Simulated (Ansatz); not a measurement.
# PtSe2 (Sudovikovite): equation of state with LDA

PtSe2 (Sudovikovite):

```xyz
3
Lattice="3.7240 0.0000 0.0000 -1.8620 3.2251 0.0000 0.0000 0.0000 5.0620" Properties=species:S:1:pos:R:3 pbc="T T T"
Pt    0.0000    0.0000    0.0000
Se    1.8620    1.0750    3.7965
Se    0.0000    2.1501    1.2655
```

```
Program             : Ansatz 0.2.0
Task                : equation of state
Functional          : LDA
Potentials or basis : Ansatz PAW
Cutoff              : 420 eV
Density cutoff      : 1680 eV
k mesh              : 8 × 8 × 5
Occupations         : fermi-dirac, width 0.05 eV
Spin                : no spin polarisation
```

```yaml
Equilibrium_volume: 20.19 Å³/atom
Bulk_modulus_at_fixed_shape_and_positions: 135 GPa
Pressure_derivative_of_the_bulk_modulus: 4.8
```

Energy against volume, from the lowest point:
```
volume (Å³/atom)  energy (meV/atom)
          19.049              30.45
          19.455              12.12
          19.860               2.28
          20.265               0.00
          20.671               4.44
          21.076              14.85
          21.481              30.56
```

All runs of the series together: 12 s on 2 threads of Intel(R) Xeon(R) CPU @ 2.60GHz (Ice Lake), on a shared host.

Caveat: the cell was scaled at fixed shape and fractional positions, which overstates the stiffness of a crystal with free parameters, most of all of layers and chains. Spin-orbit coupling is left out, which matters for the levels of Pt.
